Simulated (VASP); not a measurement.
# K (Fm-3m) in VASP: a series of runs

One crystal, K, is run at these levels: PBE; tasks: single point.

Program: VASP 6.6.1. These are calculated values, not measurements. Logs are shortened: lines on timing, memory, paths and dates and some standing lists are left out, and cuts for length are marked.

### 1 The structure

It takes space group Fm-3m (No. 225, cubic). Conventional cell: a = 6.784 Å, b = 6.784 Å, c = 6.784 Å, α = 90.00°, β = 90.00°, γ = 90.00°.

This isn't the form of K at room conditions, which is bcc.

### 2 Single point, PBE

INCAR

```
SYSTEM = K
ADDGRID = .False. ; ALGO = Normal
EDIFF = 1E-6 ; ENCUT = 450
GGA = PE ; ISIF = 2
ISMEAR = 0 ; LASPH = .True.
LCHARG = .False. ; LREAL = .False.
LWAVE = .False. ; NELM = 100
PREC = Accurate ; SIGMA = 0.1
```

KPOINTS

```
k-points
0
Gamma
  17 17 17
  0 0 0
```

POSCAR

```
K
1.0
    0.0000000000      3.3918728180      3.3918728180
    3.3918728180      0.0000000000      3.3918728180
    3.3918728180      3.3918728180      0.0000000000
K
1
Direct
    0.0000000000      0.0000000000      0.0000000000
```

Potentials or basis: VASP PAW PBE potentials, release 64 (K_sv).

The run is started by

```bash
$ cat potpaw_PBE.64/K_sv/POTCAR > POTCAR
$ mpirun -np 1 vasp_std > vasp.out
```

OUTCAR:

```text
SYSTEM = K
   EDIFF = 1E-6
   ENCUT = 450
   GGA = PE
   ISIF = 2
   ISMEAR = 0
   LASPH = .True.
   LREAL = .False.
   NELM = 100
   PREC = Accurate

 Found    165 irreducible k-points:

 Following reciprocal coordinates:
            Coordinates               Weight
  0.000000  0.000000  0.000000      1.000000
  0.058824  0.000000  0.000000      8.000000
  0.117647  0.000000  0.000000      8.000000
  0.176471  0.000000  0.000000      8.000000
  0.235294  0.000000  0.000000      8.000000
  0.294118  0.000000  0.000000      8.000000
   k-points           NKPTS =    165   k-points in BZ     NKDIM =    165   number of bands    NBANDS=      8
   number of dos      NEDOS =    301   number of ions     NIONS =      1
   total plane-waves  NPLWV =  46656
   dimension x,y,z NGX =    36 NGY =   36 NGZ =   36
   dimension x,y,z NGXF=    72 NGYF=   72 NGZF=   72
   ions per type =               1
   NGX,Y,Z   is equivalent  to a cutoff of  12.48, 12.48, 12.48 a.u.
   NGXF,Y,Z  is equivalent  to a cutoff of  24.95, 24.95, 24.95 a.u.
 SYSTEM =  K
   PREC   = accura    normal or accurate (medium, high low for compatibility)
   ISTART =      0    job   : 0-new  1-cont  2-samecut
   ICHARG =      2    charge: 1-file 2-atom 10-const
   ISPIN  =      1    spin polarized calculation?
   LNONCOLLINEAR =      F non collinear calculations
   LSORBIT =      F    spin-orbit coupling
   LASPH  =      T    aspherical Exc in radial PAW
   ENCUT  =  450.0 eV  33.07 Ry    5.75 a.u.   8.30  8.30  8.30*2*pi/ulx,y,z
   NELM   =    100;   NELMIN=  2; NELMDL= -5     # of ELM steps
   EDIFF  = 0.1E-05   stopping-criterion for ELM
   LREAL  =      F    real-space projection
   EDIFFG = 0.1E-04   stopping-criterion for IOM
   NSW    =      0    number of steps for IOM
   IBRION =     -1    ionic relax: 0-MD 1-quasi-New 2-CG
   NFREE  =      0    steps in history (QN), initial steepest desc. (CG)
   ISIF   =      2    stress and relaxation
   ISYM   =      2    0-nonsym 1-usesym 2-fastsym
   POTIM  = 0.5000    time-step for ionic-motion
   TEBEG  =    0.0;   TEEND  =   0.0 temperature during run
   PSTRESS=    0.0 pullay stress
   NELECT =       9.0000    total number of electrons
   NUPDOWN=      -1.0000    fix difference up-down
   EMIN   =  10.00;   EMAX   =-10.00  energy-range for DOS
   EFERMI =   0.00;   METHOD = LEGACY
   ISMEAR =     0;   SIGMA  =   0.10  broadening in eV -4-tet -1-fermi 0-gaus
   EFERMI_NEDOS =   21; number of points for ismear=-14 and -15
   IALGO  =     38    algorithm
   IMIX   =      4    mixing-type and parameters
     AMIX     =   0.40;   BMIX     =  1.00
     AMIX_MAG =   1.60;   BMIX_MAG =  1.00
  volume/ion in A,a.u.               =      78.05       526.68
  Fermi-wavevector in a.u.,A,eV,Ry     =   0.796843  1.505815  8.639139  0.634959
  Thomas-Fermi vector in A             =   1.903445
   LORBIT       =      0    0 simple, 1 ext, 2 COOP (PROOUT), +10 PAW based schemes
   GGA     = PE    functional components
   LHFCALC =     F    Hartree Fock is set to
   AEXX    =    0.0000 exact exchange contribution
   IVDW    =     0    specifies the selected vdW correction
   LEPSILON=     F    determine dielectric tensor
   LRPA    =     F    only Hartree local field effects (RPA)
 non-spin polarized calculation
 Gauss-broadening in eV      SIGMA  =   0.10
  energy-cutoff  :      450.00
  volume of cell :       78.05
 maximum number of plane-waves:      1719
 NGX is ok and might be reduce to    36
   NGX = 17   NGY = 17   NGZ = 17

 number of electron       9.0000002 magnetization

 Free energy of the ion-electron system (eV)
  ---------------------------------------------------
  ext. energy  EPLUGINS =         0.00000000
  ---------------------------------------------------
  free energy    TOTEN  =        -1.04677661 eV

  energy without entropy =       -1.04229084  energy(sigma->0) =       -1.04453372

 E-fermi :  -0.2403     XC(G=0):  -5.5097

 val. band max:       -0.2871621458   @ k =   0.4706   0.1176   0.0000
 cond. band min:      -0.2372851227   @ k =   0.4706   0.2353   0.0000
 fundamental gap:      0.0498770231
 Fermi energy:        -0.2402705414

 k-point     1 :       0.0000    0.0000    0.0000
  band No.  band energies     occupation
      1     -32.4111      2.00000
      2     -15.8646      2.00000
      3     -15.8646      2.00000
      4     -15.8646      2.00000
      5      -2.3199      2.00000
      6       3.9062      0.00000
      7       3.9062      0.00000
      8       3.9062      0.00000

 k-point     2 :       0.0588    0.0000    0.0000
  band No.  band energies     occupation
      1     -32.4110      2.00000
      2     -15.8664      2.00000
      3     -15.8649      2.00000
      4     -15.8649      2.00000
      5      -2.2811      2.00000
      6       3.7871      0.00000
      7       3.9218      0.00000
      8       3.9218      0.00000

 k-point     3 :       0.1176    0.0000    0.0000
  band No.  band energies     occupation
      1     -32.4108      2.00000
      2     -15.8717      2.00000
      3     -15.8656      2.00000
      4     -15.8656      2.00000
      5      -2.1653      2.00000
      6       3.4780      0.00000
      7       3.9596      0.00000
      8       3.9596      0.00000

 k-point     4 :       0.1765    0.0000    0.0000
  band No.  band energies     occupation
      1     -32.4104      2.00000
      2     -15.8795      2.00000
      3     -15.8667      2.00000
      4     -15.8667      2.00000
      5      -1.9748      2.00000
      6       3.0579      0.00000
      7       3.9893      0.00000
      8       3.9893      0.00000

 k-point     5 :       0.2353    0.0000    0.0000
  band No.  band energies     occupation
      1     -32.4099      2.00000
      2     -15.8890      2.00000
      3     -15.8680      2.00000
      4     -15.8680      2.00000
      5      -1.7133      2.00000
      6       2.5763      0.00000
      7       3.9705      0.00000
      8       3.9705      0.00000

 k-point     6 :       0.2941    0.0000    0.0000
  band No.  band energies     occupation
      1     -32.4094      2.00000
      2     -15.8988      2.00000
      3     -15.8694      2.00000
      4     -15.8694      2.00000
      5      -1.3860      2.00000
      6       2.0590      0.00000
      7       3.8996      0.00000
      8       3.8996      0.00000

 [... further k-points ...]
[... 5 lines left out ...]
  --------------------------------------------------------------------------------------
  -------------------------------------------------------------------------------------
  Total       -0.0855435     -0.0855435     -0.0855435     -0.0000000      0.0000000      0.0000000
  in kB       -1.7560984     -1.7560984     -1.7560984     -0.0000000      0.0000000      0.0000000
  external PRESSURE =      -1.7560984 kB  Pullay stress =       0.0000000 kB

 VOLUME and BASIS-vectors are now :
 -----------------------------------------------------------------------------
  energy-cutoff  :      450.00
  volume of cell :       78.05
      direct lattice vectors                 reciprocal lattice vectors
     0.000000000  3.391872818  3.391872818    -0.147411188  0.147411188  0.147411188
     3.391872818  0.000000000  3.391872818     0.147411188 -0.147411188  0.147411188
     3.391872818  3.391872818  0.000000000     0.147411188  0.147411188 -0.147411188

 POSITION                                       TOTAL-FORCE (eV/Angst)
 -----------------------------------------------------------------------------------
      0.00000      0.00000      0.00000        -0.000000      0.000000      0.000000
 -----------------------------------------------------------------------------------
    total drift:                               -0.000000      0.000000      0.000000

  FREE ENERGIE OF THE ION-ELECTRON SYSTEM (eV)
  ---------------------------------------------------
  free  energy   TOTEN  =        -1.0467766123 eV

  energy  without entropy=       -1.0422908354  energy(sigma->0) =       -1.04453372
```

OSZICAR:

```text
N       E                     dE             d eps       ncg     rms          rms(c)
DAV:   1     0.411302712258E+02    0.41130E+02   -0.34506E+03  2648   0.765E+02
DAV:   2     0.226756636427E+00   -0.40904E+02   -0.40446E+02  2640   0.200E+02
DAV:   3    -0.101820840865E+01   -0.12450E+01   -0.12415E+01  4296   0.320E+01
DAV:   4    -0.104570458313E+01   -0.27496E-01   -0.27482E-01  4016   0.383E+00
DAV:   5    -0.104612010292E+01   -0.41552E-03   -0.41547E-03  4632   0.307E-01    0.186E+00
DAV:   6    -0.104635164481E+01   -0.23154E-03   -0.12161E-03  4120   0.257E-01    0.115E+00
DAV:   7    -0.104670391719E+01   -0.35227E-03   -0.26251E-03  4064   0.381E-01    0.520E-02
DAV:   8    -0.104676820469E+01   -0.64288E-04   -0.12894E-04  3904   0.155E-01    0.162E-02
DAV:   9    -0.104677734193E+01   -0.91372E-05   -0.12256E-05  4160   0.275E-02    0.519E-03
DAV:  10    -0.104677661229E+01    0.72964E-06   -0.18111E-06  4168   0.125E-02
   1 F= -.10467766E+01 E0= -.10445337E+01  d E =-.448578E-02
```

stdout:

```text
POSCAR found type information on POSCAR K
 POSCAR found :  1 types and       1 ions
 scaLAPACK will be used
 LDA part: xc-table for (Slater+PW92), standard interpolation
 POSCAR, INCAR and KPOINTS ok, starting setup
 FFT: planning ... GRIDC
 FFT: planning ... GRID_SOFT
 FFT: planning ... GRID
 WAVECAR not read
 entering main loop
```

Run time: 53 s. Hardware: 1 thread of Intel Xeon Platinum 8488C (Sapphire Rapids), shared host; peak memory 0.24 GiB.

These settings aren't checked as converged: the numbers below hold their error.

What came out:

```
Free energy            : -1.0468 eV
Pressure               : -0.2 GPa
Band gap on the k mesh : none (metal or under the smearing width)
```

### 3 Single point, PBE

Changes to INCAR since step 2:

```diff
@@ -2,3 +2,3 @@
 ADDGRID = .False. ; ALGO = Normal
-EDIFF = 1E-6 ; ENCUT = 450
+EDIFF = 1E-6 ; ENCUT = 700
 GGA = PE ; ISIF = 2
```

KPOINTS

```
k-points
0
Gamma
  14 14 14
  0 0 0
```

POSCAR is that of step 2.

Potentials or basis: VASP PAW PBE potentials, release 64 (K_sv).

The run is started by

```bash
$ cat potpaw_PBE.64/K_sv/POTCAR > POTCAR
$ mpirun -np 1 vasp_std > vasp.out
```

Run time: 2 min. Hardware: 1 thread of Intel Xeon Platinum 8488C (Sapphire Rapids), shared host; peak memory 0.31 GiB.

These settings aren't checked as converged: the numbers below hold their error.

Results:

* Free energy: -1.0480 eV
* Pressure: -0.2 GPa
* Band gap on the k mesh: none (metal or under the smearing width)

### 4 Single point, PBE

Changes to INCAR since step 3:

```diff
@@ -2,3 +2,3 @@
 ADDGRID = .False. ; ALGO = Normal
-EDIFF = 1E-6 ; ENCUT = 700
+EDIFF = 1E-6 ; ENCUT = 550
 GGA = PE ; ISIF = 2
```

KPOINTS

```
k-points
0
Gamma
  17 17 17
  0 0 0
```

POSCAR is that of step 3.

Potentials or basis: VASP PAW PBE potentials, release 64 (K_sv).

The run is started by

```bash
$ cat potpaw_PBE.64/K_sv/POTCAR > POTCAR
$ mpirun -np 1 vasp_std > vasp.out
```

OUTCAR:

```text
SYSTEM = K
   EDIFF = 1E-6
   ENCUT = 550
   GGA = PE
   ISIF = 2
   ISMEAR = 0
   LASPH = .True.
   LREAL = .False.
   NELM = 100
   PREC = Accurate

 Found    165 irreducible k-points:

 Following reciprocal coordinates:
            Coordinates               Weight
  0.000000  0.000000  0.000000      1.000000
  0.058824  0.000000  0.000000      8.000000
  0.117647  0.000000  0.000000      8.000000
  0.176471  0.000000  0.000000      8.000000
  0.235294  0.000000  0.000000      8.000000
  0.294118  0.000000  0.000000      8.000000
   k-points           NKPTS =    165   k-points in BZ     NKDIM =    165   number of bands    NBANDS=      8
   number of dos      NEDOS =    301   number of ions     NIONS =      1
   total plane-waves  NPLWV =  64000
   dimension x,y,z NGX =    40 NGY =   40 NGZ =   40
   dimension x,y,z NGXF=    80 NGYF=   80 NGZF=   80
   ions per type =               1
   NGX,Y,Z   is equivalent  to a cutoff of  13.86, 13.86, 13.86 a.u.
   NGXF,Y,Z  is equivalent  to a cutoff of  27.73, 27.73, 27.73 a.u.
 SYSTEM =  K
   PREC   = accura    normal or accurate (medium, high low for compatibility)
   ISTART =      0    job   : 0-new  1-cont  2-samecut
   ICHARG =      2    charge: 1-file 2-atom 10-const
   ISPIN  =      1    spin polarized calculation?
   LNONCOLLINEAR =      F non collinear calculations
   LSORBIT =      F    spin-orbit coupling
   LASPH  =      T    aspherical Exc in radial PAW
   ENCUT  =  550.0 eV  40.42 Ry    6.36 a.u.   9.17  9.17  9.17*2*pi/ulx,y,z
   NELM   =    100;   NELMIN=  2; NELMDL= -5     # of ELM steps
   EDIFF  = 0.1E-05   stopping-criterion for ELM
   LREAL  =      F    real-space projection
   EDIFFG = 0.1E-04   stopping-criterion for IOM
   NSW    =      0    number of steps for IOM
   IBRION =     -1    ionic relax: 0-MD 1-quasi-New 2-CG
   NFREE  =      0    steps in history (QN), initial steepest desc. (CG)
   ISIF   =      2    stress and relaxation
   ISYM   =      2    0-nonsym 1-usesym 2-fastsym
   POTIM  = 0.5000    time-step for ionic-motion
   TEBEG  =    0.0;   TEEND  =   0.0 temperature during run
   PSTRESS=    0.0 pullay stress
   NELECT =       9.0000    total number of electrons
   NUPDOWN=      -1.0000    fix difference up-down
   EMIN   =  10.00;   EMAX   =-10.00  energy-range for DOS
   EFERMI =   0.00;   METHOD = LEGACY
   ISMEAR =     0;   SIGMA  =   0.10  broadening in eV -4-tet -1-fermi 0-gaus
   EFERMI_NEDOS =   21; number of points for ismear=-14 and -15
   IALGO  =     38    algorithm
   IMIX   =      4    mixing-type and parameters
     AMIX     =   0.40;   BMIX     =  1.00
     AMIX_MAG =   1.60;   BMIX_MAG =  1.00
  volume/ion in A,a.u.               =      78.05       526.68
  Fermi-wavevector in a.u.,A,eV,Ry     =   0.796843  1.505815  8.639139  0.634959
  Thomas-Fermi vector in A             =   1.903445
   LORBIT       =      0    0 simple, 1 ext, 2 COOP (PROOUT), +10 PAW based schemes
   GGA     = PE    functional components
   LHFCALC =     F    Hartree Fock is set to
   AEXX    =    0.0000 exact exchange contribution
   IVDW    =     0    specifies the selected vdW correction
   LEPSILON=     F    determine dielectric tensor
   LRPA    =     F    only Hartree local field effects (RPA)
 non-spin polarized calculation
 Gauss-broadening in eV      SIGMA  =   0.10
  energy-cutoff  :      550.00
  volume of cell :       78.05
 maximum number of plane-waves:      2303
 NGX is ok and might be reduce to    40
   NGX = 19   NGY = 19   NGZ = 19

 number of electron       9.0000000 magnetization

 Free energy of the ion-electron system (eV)
  ---------------------------------------------------
  ext. energy  EPLUGINS =         0.00000000
  ---------------------------------------------------
  free energy    TOTEN  =        -1.04695814 eV

  energy without entropy =       -1.04247217  energy(sigma->0) =       -1.04471515

 E-fermi :  -0.2407     XC(G=0):  -5.5101

 val. band max:       -0.2875442746   @ k =   0.4706   0.1176   0.0000
 cond. band min:      -0.2376955694   @ k =   0.4706   0.2353   0.0000
 fundamental gap:      0.0498487051
 Fermi energy:        -0.2406725265

 k-point     1 :       0.0000    0.0000    0.0000
  band No.  band energies     occupation
      1     -32.4108      2.00000
      2     -15.8650      2.00000
      3     -15.8650      2.00000
      4     -15.8650      2.00000
      5      -2.3202      2.00000
      6       3.9060      0.00000
      7       3.9060      0.00000
      8       3.9060      0.00000

 k-point     2 :       0.0588    0.0000    0.0000
  band No.  band energies     occupation
      1     -32.4107      2.00000
      2     -15.8668      2.00000
      3     -15.8653      2.00000
      4     -15.8653      2.00000
      5      -2.2813      2.00000
      6       3.7868      0.00000
      7       3.9216      0.00000
      8       3.9216      0.00000

 k-point     3 :       0.1176    0.0000    0.0000
  band No.  band energies     occupation
      1     -32.4105      2.00000
      2     -15.8721      2.00000
      3     -15.8660      2.00000
      4     -15.8660      2.00000
      5      -2.1655      2.00000
      6       3.4777      0.00000
      7       3.9594      0.00000
      8       3.9594      0.00000

 k-point     4 :       0.1765    0.0000    0.0000
  band No.  band energies     occupation
      1     -32.4101      2.00000
      2     -15.8800      2.00000
      3     -15.8671      2.00000
      4     -15.8671      2.00000
      5      -1.9751      2.00000
      6       3.0575      0.00000
      7       3.9891      0.00000
      8       3.9891      0.00000

 k-point     5 :       0.2353    0.0000    0.0000
  band No.  band energies     occupation
      1     -32.4096      2.00000
      2     -15.8894      2.00000
      3     -15.8684      2.00000
      4     -15.8684      2.00000
      5      -1.7136      2.00000
      6       2.5758      0.00000
      7       3.9703      0.00000
      8       3.9703      0.00000

 k-point     6 :       0.2941    0.0000    0.0000
  band No.  band energies     occupation
      1     -32.4091      2.00000
      2     -15.8992      2.00000
      3     -15.8698      2.00000
      4     -15.8698      2.00000
      5      -1.3864      2.00000
      6       2.0585      0.00000
      7       3.8994      0.00000
      8       3.8994      0.00000

 [... further k-points ...]

------------------------ aborting loop because EDIFF is reached ----------------------------------------

  FORCE on cell =-STRESS in cart. coord.  units (eV):
  Direction    XX          YY          ZZ          XY          YZ          ZX
  --------------------------------------------------------------------------------------
  -------------------------------------------------------------------------------------
  Total       -0.0862573     -0.0862573     -0.0862573      0.0000000      0.0000000     -0.0000000
  in kB       -1.7707519     -1.7707519     -1.7707519      0.0000000      0.0000000     -0.0000000
  external PRESSURE =      -1.7707519 kB  Pullay stress =       0.0000000 kB

 VOLUME and BASIS-vectors are now :
 -----------------------------------------------------------------------------
  energy-cutoff  :      550.00
  volume of cell :       78.05
      direct lattice vectors                 reciprocal lattice vectors
     0.000000000  3.391872818  3.391872818    -0.147411188  0.147411188  0.147411188
     3.391872818  0.000000000  3.391872818     0.147411188 -0.147411188  0.147411188
     3.391872818  3.391872818  0.000000000     0.147411188  0.147411188 -0.147411188

 POSITION                                       TOTAL-FORCE (eV/Angst)
 -----------------------------------------------------------------------------------
      0.00000      0.00000      0.00000        -0.000000     -0.000000     -0.000000
 -----------------------------------------------------------------------------------
    total drift:                               -0.000000     -0.000000     -0.000000

  FREE ENERGIE OF THE ION-ELECTRON SYSTEM (eV)
  ---------------------------------------------------
  free  energy   TOTEN  =        -1.0469581365 eV

  energy  without entropy=       -1.0424721693  energy(sigma->0) =       -1.04471515
```

Run time: 76 s. Hardware: 1 thread of Intel Xeon Platinum 8488C (Sapphire Rapids), shared host; peak memory 0.29 GiB.

The run converged, but some of its settings lie outside the range that counts as converged, so its numbers aren't taken as properties of the crystal.

What came out:

* Free energy: -1.0470 eV
* Pressure: -0.2 GPa
* Band gap on the k mesh: none (metal or under the smearing width)

### 5 For comparison

An earlier run on the cell as given: functional PBE; potentials or basis VASP PAW PBE potentials, release 64 (K_sv); cutoff 520 eV; k mesh 7 × 7 × 7; occupations fermi-dirac, width 0.05 eV; no spin polarisation.

* Pressure: -0.2 GPa
* Band gap on the k mesh: none (metal or under the smearing width)
